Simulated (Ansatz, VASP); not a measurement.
One calculation of Re, two programs

INCAR

```
PREC     = Accurate       # precision mode
ENCUT    = 520            # plane-wave cutoff, eV
EDIFF    = 1E-6           # SCF threshold, eV
ISMEAR   = -1             # smearing method
SIGMA    = 0.1            # smearing width, eV
LREAL    = F              # projectors in reciprocal space
LASPH    = T              # aspherical terms in the spheres
NELM     = 60             # most SCF steps
ALGO     = Normal         # electronic algorithm
ISIF     = 2              # what is computed and relaxed
LWAVE    = F              # write WAVECAR
LCHARG   = F              # write CHGCAR
GGA      = B5             # functional
ALDAX    = 1.0          
AGGAX    = 1.0          
AGGAC    = 1.0          
ALDAC    = 0.0          
NBANDS   = 10             # bands
```

File KPOINTS:

```
Automatic mesh
0
Gamma
  16 16 16
```

Contents of POSCAR:

```
Re
1.0
   -1.6382217177      1.6382217177      1.6382217177
    1.6382217177     -1.6382217177      1.6382217177
    1.6382217177      1.6382217177     -1.6382217177
Re
1
Direct
    0.0000000000      0.0000000000      0.0000000000
```

Input for Ansatz:

```yaml
crystal:
  lattice:
    - [-1.6382217177, 1.6382217177, 1.6382217177]
    - [1.6382217177, -1.6382217177, 1.6382217177]
    - [1.6382217177, 1.6382217177, -1.6382217177]
  atoms:
    - { symbol: Re, position: [0.0, 0.0, 0.0] }
hamiltonian:
  xc: blyp
  pseudopotentials:
    kind: paw
    azcp:
      Re: "pseudopotentials/Re.paw.azcp"
basis:
  ecutwfc: 420
  fft_grid_basis: typed
kpoints:
  mp_grid: { grid: [16, 16, 16], shift: [0, 0, 0] }
magnetization:
  spin_polarized: false
scf:
  occupations: { method: fermi_dirac, width: 0.1 }
  lower_state_search: "off"
output:
  stress: true
```

Alike in both runs: task single point; functional BLYP; k mesh 16 × 16 × 16; occupations fermi-dirac, width 0.1 eV; no spin polarisation.

```csv
,VASP,Ansatz
version,VASP 6.6.1,Ansatz 0.2.0
potentials or method,"VASP PAW PBE potentials, release 64 (Re)","plane waves (420 eV) with PAW, scalar-relativistic"
plane-wave cutoff (eV),520,420
valence electrons in the cell,7,15
```

Ansatz gave:

```
pressure (GPa) : -27.1
```

Q: What did VASP give for the same quantities?

A: Pressure (GPa): -26.2.

With one functional, cell and mesh, what is left measures potentials, basis and numerics. The two sets of potentials don't hold the same shells in valence.

Caveats: so large a pressure means that the cell lies far from this level's equilibrium, or that cutoff or potentials fall short (VASP); the potentials were made for another functional, which shifts forces and pressure (VASP). Spin-orbit coupling is left out, which matters for the levels of Re.
